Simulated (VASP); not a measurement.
## La2O3: X-ray absorption with a core hole

Aim: an X-ray absorption edge of La2O3 by the supercell core-hole method. The cell has space group P-3m1, a computed entry that need not be the common form of this compound. The start is a computed cell from the Materials Project.

Main program and level: VASP 6.6.1; PBE; plane waves and PAW (O, La, O), in the first sound run; inputs show where later runs differ.

## (1) The starting structure

The structure is trigonal, space group P-3m1 (No. 164). The conventional cell has a = 3.931 Å, b = 3.931 Å, c = 6.112 Å, α = 90.00°, β = 90.00°, γ = 120.00°. O has 6 La at 2.72 Å nearest. Nearest to La lie 7 O at 2.36 to 2.72 Å. Nearest to O lie 4 La at 2.36 to 2.44 Å. Farther neighbours and most contacts between anions are not listed.

## (2) Supercell without a hole

The cell without a hole gives, with ICORELEVEL = 1, the Kohn-Sham core levels of the initial state. It is a supercell, which puts a hole 6.8 Å from its nearest image.

INCAR reads:

```
SYSTEM = La2O3
PREC = Accurate
ENCUT = 400
EDIFF = 1E-05
NELM = 100
ISMEAR = 0
SIGMA = 0.05
LREAL = .FALSE.
ALGO = Normal
GGA = PE
NBANDS = 75
LASPH = .TRUE.
LWAVE = .FALSE.
LCHARG = .FALSE.
KPAR = 2
NCORE = 4
ICORELEVEL = 1
```

POSCAR reads:

```
La2O3
1.0
   -5.8961668170      3.4041534990      0.0000000000
   -5.8961668170     -3.4041534990      0.0000000000
    3.9307778780      0.0000000000      6.1119535200
O La O
1 6 8
Direct
    0.6666666667      0.6666666667      0.0000000000
    0.0820785600      0.4154118933      0.2462356800
    0.7487452267      0.0820785600      0.2462356800
    0.4154118934      0.7487452267      0.2462356800
    0.9179214400      0.5845881067      0.7537643200
    0.5845881066      0.2512547733      0.7537643200
    0.2512547733      0.9179214400      0.7537643200
    0.3333333333      0.3333333333      0.0000000000
    0.0000000000      0.0000000000      0.0000000000
    0.2152968834      0.5486302167      0.6458906500
    0.8819635500      0.2152968833      0.6458906500
    0.5486302167      0.8819635500      0.6458906500
    0.7847031166      0.4513697833      0.3541093500
    0.4513697833      0.1180364500      0.3541093500
    0.1180364500      0.7847031167      0.3541093500
```

KPOINTS reads:

```
Automatic mesh
0
Gamma
3 3 3
0 0 0
```

Potentials, in the order of the species: O, La and O (PBE family, release 64).

Command:

```sh
$ mpirun -np 8 vasp_std
```

The program printed:

```text
[banner, memory and clock lines left out]
running    8 mpi-ranks, on    1 nodes
 distrk:  each k-point on    4 cores,    2 groups
 distr:  one band on    4 cores,    1 groups

 POSCAR found type information on POSCAR O LaO
 POSCAR found :  3 types and      15 ions
 LDA part: xc-table for (Slater+PW92), standard interpolation
 POSCAR, INCAR and KPOINTS ok, starting setup
 FFT: planning ... GRIDC
 FFT: planning ... GRID_SOFT
 FFT: planning ... GRID
 WAVECAR not read
 entering main loop
       N       E                     dE             d eps       ncg     rms          rms(c)
DAV:   1     0.170360989881E+04    0.17036E+04   -0.35686E+04   908   0.198E+03
DAV:   2     0.574378083689E+03   -0.11292E+04   -0.10703E+04  1148   0.440E+02
DAV:   3     0.416873962249E+02   -0.53269E+03   -0.51663E+03  1524   0.279E+02
DAV:   4    -0.125508626606E+03   -0.16720E+03   -0.15991E+03  1646   0.175E+02
DAV:   5    -0.141141712965E+03   -0.15633E+02   -0.15589E+02  1792   0.676E+01    0.251E+01
DAV:   6    -0.124930820606E+03    0.16211E+02   -0.13654E+02  1544   0.466E+01    0.122E+01
DAV:   7    -0.125533121311E+03   -0.60230E+00   -0.16954E+01  1800   0.264E+01    0.600E+00
DAV:   8    -0.125613993331E+03   -0.80872E-01   -0.26898E+00  1784   0.101E+01    0.184E+00
DAV:   9    -0.125592628721E+03    0.21365E-01   -0.64799E-01  1792   0.407E+00    0.515E-01
DAV:  10    -0.125606208004E+03   -0.13579E-01   -0.91697E-02  1800   0.181E+00    0.336E-01
DAV:  11    -0.125613405389E+03   -0.71974E-02   -0.45905E-02  1592   0.103E+00    0.278E-01
DAV:  12    -0.125612180621E+03    0.12248E-02   -0.17983E-02  1768   0.742E-01    0.737E-02
DAV:  13    -0.125612504400E+03   -0.32378E-03   -0.55085E-03  1720   0.358E-01    0.929E-02
DAV:  14    -0.125612366698E+03    0.13770E-03   -0.15259E-03  1728   0.215E-01    0.281E-02
DAV:  15    -0.125612418857E+03   -0.52159E-04   -0.60367E-04  1648   0.123E-01    0.305E-02
DAV:  16    -0.125612408865E+03    0.99917E-05   -0.71641E-05  1120   0.573E-02
   1 F= -.12561241E+03 E0= -.12561241E+03  d E =-.119266E-10
```

Run time: 11 s. Hardware: 8 MPI ranks of Intel Xeon 6975P-C (Granite Rapids), shared host; peak memory 1.6 GiB; 85 s of CPU time.

The logs omit lines about the potential files and the build; timing stands in the text.

Parts of OUTCAR (step 2):

```text
ion  position               nearest neighbor table
   1  0.667  0.667  0.000-   5 2.72   3 2.72   4 2.72   2 2.72   7 2.72   6 2.72
   2  0.082  0.415  0.246-  14 2.36  15 2.36  13 2.36  10 2.44   8 2.72   9 2.72   1 2.72
   3  0.749  0.082  0.246-  13 2.36  15 2.36  14 2.36  11 2.44   1 2.72   9 2.72   8 2.72
   4  0.415  0.749  0.246-  14 2.36  13 2.36  15 2.36  12 2.44   1 2.72   9 2.72   8 2.72
   5  0.918  0.585  0.754-  12 2.36  11 2.36  10 2.36  13 2.44   1 2.72   9 2.72   8 2.72
   6  0.585  0.251  0.754-  12 2.36  10 2.36  11 2.36  14 2.44   8 2.72   9 2.72   1 2.72
   7  0.251  0.918  0.754-  10 2.36  11 2.36  12 2.36  15 2.44   8 2.72   9 2.72   1 2.72
   8  0.333  0.333  0.000-   2 2.72   7 2.72   6 2.72   5 2.72   3 2.72   4 2.72
   9  0.000  0.000  0.000-   3 2.72   7 2.72   5 2.72   2 2.72   6 2.72   4 2.72
  10  0.215  0.549  0.646-   7 2.36   6 2.36   5 2.36   2 2.44
  11  0.882  0.215  0.646-   7 2.36   5 2.36   6 2.36   3 2.44
  12  0.549  0.882  0.646-   6 2.36   5 2.36   7 2.36   4 2.44
  13  0.785  0.451  0.354-   3 2.36   4 2.36   2 2.36   5 2.44
  14  0.451  0.118  0.354-   4 2.36   2 2.36   3 2.36   6 2.44
  15  0.118  0.785  0.354-   3 2.36   2 2.36   4 2.36   7 2.44

  LATTYP: Found a trigonal (rhomboedric) cell.
 ALAT       =     7.2668418558
 COS(alpha) =     0.5611088258

 Subroutine GETGRP returns: Found  6 space group operations
 (whereof  3 operations were pure point group operations)

The static configuration has the point symmetry C_3 .
 The point group associated with its full space group is S_6 .

 Found      6 irreducible k-points:

   k-points           NKPTS =      6   k-points in BZ     NKDIM =      6   number of bands    NBANDS=     75

   dimension x,y,z NGX =    48 NGY =   48 NGZ =   48
   dimension x,y,z NGXF=    96 NGYF=   96 NGZF=   96

   ENCUT  =  400.0 eV  29.40 Ry    5.42 a.u.  11.10 11.10 11.85*2*pi/ulx,y,z

   NELECT =     120.0000    total number of electrons

 k-points in reciprocal lattice and weights: Automatic mesh
   0.00000000  0.00000000  0.00000000       0.037
   0.33333333 -0.00000000  0.00000000       0.222
   0.33333333  0.33333333  0.00000000       0.222
  -0.33333333  0.33333333  0.00000000       0.222
   0.00000000  0.00000000  0.33333333       0.074
   0.33333333 -0.00000000  0.33333333       0.222

 the core state eigenenergies are
   1-  1s   -497.5111
   2-  1s -38725.0540  2s  -6150.4970  2p  -5509.9867  3s  -1302.7269  3p  -1098.3074
       3d   -804.8996  4s   -250.2438  4p   -183.8196  4d    -87.7779
   3-  1s -38725.0540  2s  -6150.4970  2p  -5509.9867  3s  -1302.7269  3p  -1098.3074
       3d   -804.8996  4s   -250.2438  4p   -183.8196  4d    -87.7779
   4-  1s -38725.0540  2s  -6150.4970  2p  -5509.9867  3s  -1302.7269  3p  -1098.3074
       3d   -804.8996  4s   -250.2438  4p   -183.8196  4d    -87.7779
   5-  1s -38725.0540  2s  -6150.4970  2p  -5509.9867  3s  -1302.7269  3p  -1098.3074
       3d   -804.8996  4s   -250.2438  4p   -183.8196  4d    -87.7779
   6-  1s -38725.0540  2s  -6150.4970  2p  -5509.9867  3s  -1302.7269  3p  -1098.3074
       3d   -804.8996  4s   -250.2438  4p   -183.8196  4d    -87.7779
   7-  1s -38725.0540  2s  -6150.4970  2p  -5509.9867  3s  -1302.7269  3p  -1098.3074
       3d   -804.8996  4s   -250.2438  4p   -183.8196  4d    -87.7779
   8-  1s   -497.5114
   9-  1s   -497.5114
  10-  1s   -497.6698
  11-  1s   -497.6698
  12-  1s   -497.6698
  13-  1s   -497.6698
  14-  1s   -497.6698
  15-  1s   -497.6698

 E-fermi :   6.1677

 k-point     1 :       0.0000    0.0000    0.0000
  band No.  band energies     occupation
    ...
     56       5.6052      2.00000
     57       5.6052      2.00000
     58       5.7851      2.00000
     59       5.7851      2.00000
     60       5.8619      2.00000
     61      10.1119      0.00000
     62      10.1119      0.00000
     63      10.2965      0.00000
     64      10.5775      0.00000
     65      10.5775      0.00000
    ...

 k-point     2 :       0.3333   -0.0000    0.0000
  band No.  band energies     occupation
    ...
     56       5.6399      2.00000
     57       5.7255      2.00000
     58       5.7360      2.00000
     59       5.7914      2.00000
     60       5.9356      2.00000
     61      10.1727      0.00000
     62      10.3321      0.00000
     63      10.3988      0.00000
     64      10.5563      0.00000
     65      10.6256      0.00000
    ...

 k-point     3 :       0.3333    0.3333    0.0000
  band No.  band energies     occupation
    ...
     56       5.6283      2.00000
     57       5.6494      2.00000
     58       5.6949      2.00000
     59       5.7689      2.00000
     60       5.9421      2.00000
     61       9.9277      0.00000
     62      10.3350      0.00000
     63      10.4768      0.00000
     64      10.6553      0.00000
     65      10.6808      0.00000
    ...

  Total       -3.2508176     -3.2508176     -2.6924888      0.0000002      0.0000000      0.0000000
  in kB      -21.2282526    -21.2282526    -17.5822945      0.0000011      0.0000000      0.0000000
  external PRESSURE =     -20.0129332 kB  Pullay stress =       0.0000000 kB

  energy-cutoff  :      400.00
  volume of cell :      245.35
      direct lattice vectors                 reciprocal lattice vectors
    -5.896166817  3.404153499  0.000000000    -0.084800857  0.146879393  0.054537937
    -5.896166817 -3.404153499  0.000000000    -0.084800857 -0.146879393  0.054537937
     3.930777878  0.000000000  6.111953520     0.000000000  0.000000000  0.163613810

 POSITION                                       TOTAL-FORCE (eV/Angst)
 -----------------------------------------------------------------------------------
     -7.86156      0.00000      0.00000         0.000000      0.000000     -0.000000
     -1.96539     -1.13472      1.50498         0.000039      0.000035      0.004049
     -3.93078      2.26944      1.50498        -0.000050      0.000016      0.004049
     -5.89617     -1.13472      1.50498         0.000011     -0.000051      0.004049
     -5.89617      1.13472      4.60697        -0.000011      0.000051     -0.004049
     -1.96539      1.13472      4.60697         0.000050     -0.000016     -0.004049
     -3.93078     -2.26944      4.60697        -0.000039     -0.000035     -0.004049
     -3.93078      0.00000      0.00000         0.000000      0.000000     -0.000018
      0.00000      0.00000      0.00000         0.000000      0.000000      0.000018
     -1.96539     -1.13472      3.94765         0.000010     -0.000020     -0.000960
     -3.93078      2.26944      3.94765         0.000012      0.000019     -0.000960
     -5.89617     -1.13472      3.94765        -0.000022      0.000001     -0.000960
     -5.89617      1.13472      2.16430         0.000022     -0.000001      0.000960
     -1.96539      1.13472      2.16430        -0.000012     -0.000019      0.000960
     -3.93078     -2.26944      2.16430        -0.000010      0.000020      0.000960
 -----------------------------------------------------------------------------------
    total drift:                               -0.000003      0.000000      0.000003

  FREE ENERGIE OF THE ION-ELECTRON SYSTEM (eV)
  ---------------------------------------------------
  free  energy   TOTEN  =      -125.6124088653 eV

  energy  without entropy=     -125.6124088653  energy(sigma->0) =     -125.61240887

[... 3 further parts left out ...]
```

These are scalar-relativistic Kohn-Sham levels of the ground state, with no core hole, so they are not binding energies.

Numbers from this step:

| Item | Value |
| --- | --- |
| free energy (TOTEN) | -125.6124 eV |
| Fermi energy | 6.168 eV |
| pressure | -2.001 GPa |

The two shallowest core shells; atoms whose shallowest level rounds to another's at 0.01 eV are left out. Core levels, by row:

| atom | shell | level below the valence-band top (eV) |
| --- | --- | --- |
| O1 | 1s | 503.5 |
| La2 | 4p | 189.8 |
| La2 | 4d | 93.72 |
| O10 | 1s | 503.6 |

(Continued in part 2 of 3.)

[Lines on the potential files, build, host, timing and source positions are cut from VASP's logs without a mark.]

[Logs are printed without paths, hosts, clocks, repeated set-up lines and the standing remarks that a program may print on its own settings, such as how far it seeks lower states.]

[Hosts, paths, dates, database ids (printed as entryN), source tags and the programs' standing remarks are cut or masked in the printed files.]
